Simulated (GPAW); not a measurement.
Set up this calculation in GPAW 26.7.0, as an ASE script.

* Task: optical spectrum
* Functional: LDA
* Potentials or basis: the program's PAW data sets (release 1.2.1) made for this functional
* Cutoff: 550 eV
* Basis: pw
* k mesh: 8 × 8 × 8
* Occupations: fermi-dirac, width 0.001 eV
* Spin: no spin polarisation
* Hubbard terms: Ti d U = 7 eV
* Kernel: RPA
* Eta: 0.2 eV
* Response ecut: 40 eV
* Scissors: 0 eV
* Maxiter: 150
* Response k mesh: 9 × 9 × 9
* Domega0: 0.05 eV
* Omega2: 10 eV
* Response bands: 96
* Directions: ["x", "z"]
* Intraband: no

The structure of TiO2 (Anatase) lies in TiO2.xyz:

```xyz
6
Lattice="-1.8921000000 1.8921000000 4.7573000000 1.8921000000 -1.8921000000 4.7573000000 1.8921000000 1.8921000000 -4.7573000000" Properties=species:S:1:pos:R:3 pbc="T T T"
Ti     0.0000000000      1.8921000000      2.3786500000
Ti     0.0000000000      0.0000000000      0.0000000000
O      0.0000000000      0.0000000000      7.5346117400
O      0.0000000000      1.8921000000      0.3986617400
O      0.0000000000      1.8921000000      4.3586382600
O      0.0000000000      0.0000000000      1.9799882600
```

One way to write it, as run:

run.py

```python
from ase.dft.bandgap import bandgap
from ase.io import read, write
from gpaw import GPAW, PW
from gpaw.response.df import DielectricFunction

atoms = read('TiO2.xyz')

calc = GPAW(mode=PW(550),
            xc='LDA',
            kpts={'size': (8, 8, 8), 'gamma': True},
            occupations={'name': 'fermi-dirac', 'width': 0.001},
            setups={'Ti': ':d,7.0'},
            nbands=43,
            convergence={'density': 1e-06},
            maxiter=150,
            txt='gpaw.txt')
atoms.calc = calc
energy = atoms.get_potential_energy()
calc.write('gs.gpw')
write('result.traj', atoms)
print(f'Energy: {energy:.6f} eV')
print('Fermi level:', round(calc.get_fermi_level(), 4), 'eV')
print(f'Gap: {bandgap(calc)[0]:.4f} eV, direct: {bandgap(calc, direct=True)[0]:.4f} eV')

dense = calc.fixed_density(kpts={'size': (9, 9, 9), 'gamma': True},
                           nbands=102, convergence={'bands': 96},
                           update_fermi_level=True, txt='dense.txt')
dense.write('dense.gpw', mode='all')

df = DielectricFunction('dense.gpw', frequencies={'type': 'nonlinear', 'domega0': 0.05, 'omega2': 10},
                        eta=0.2, ecut=40, nbands=96, intraband=False, txt='df.txt')
for direction in ['x', 'z']:
    df.get_dielectric_function(xc='RPA', direction=direction, filename=f'df_{direction}.csv')
    e0, e = df.get_macroscopic_dielectric_constant(xc='RPA', direction=direction)
    print(f'{direction}: static eps {e0:.4f} without, {e:.4f} with local fields')
```

Potentials or basis: the program's PAW data sets (release 1.2.1) made for this functional, pw.

The run is started by

```sh
$ OMP_NUM_THREADS=1 python run.py
```

Results of the run:

```
Band gap on the k mesh : 3.30 eV, indirect (least direct gap 3.68 eV)
```

Caveat: the long-wavelength limit can be off by several per cent where d states take part; response on these states lacks terms of the Hamiltonian; spectra need much finer meshes, so this one isn't converged; independent-particle spectra lack excitons; an odd mesh through Γ misses points on the zone boundary, where band edges often lie.

Run time: 21 min on 1 thread of Arm Neoverse V1, with other jobs on the host, peak memory 0.79 GiB.
